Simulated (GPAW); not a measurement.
The system is ZnS (Wurtzite-4H).

```xyz
8
Lattice="3.8227 0.0000 0.0000 -1.9114 3.3106 0.0000 0.0000 0.0000 12.5200" Properties=species:S:1:pos:R:3 pbc="T T T"
Zn    1.9114    1.1035    9.3900
Zn    0.0000    2.2070    3.1300
Zn    0.0000    0.0000    6.2600
Zn    0.0000    0.0000    0.0000
S     1.9114    1.1035   11.7375
S     0.0000    2.2070    5.4775
S     0.0000    0.0000    8.6075
S     0.0000    0.0000    2.3475
```

Base run:

```yaml
Program: GPAW 26.7.0
Functional: LDA
Potentials_or_basis: the program's PAW data sets (release 1.2.1) made for this functional
Cutoff: 600 eV
Basis: pw
k_mesh: 5 × 5 × 2
Occupations: fermi-dirac, width 0.05 eV
Spin: no spin polarisation
```

Its results: band gap on the k mesh 1.87 eV, direct; pressure -5.1 GPa; largest force 0.042 eV/Å.

Task: After a change of settings the same cell gave: band gap on the k mesh 1.98 eV, direct; pressure -2.2 GPa; largest force 0.043 eV/Å. Which change was it?
A. functional from LDA to PBE; potentials or basis from the program's PAW data sets (release 1.2.1) made for this functional to GPAW PAW data sets (gpaw-data 1.2.1)
B. cutoff from 600 eV to 450 eV; k mesh from 5 × 5 × 2 to 7 × 7 × 2
C. functional from LDA to PBEsol; potentials or basis from the program's PAW data sets (release 1.2.1) made for this functional to PAW data sets generated in the run's folder for this functional

Result: C.

Not every run made on this cell is shown here.
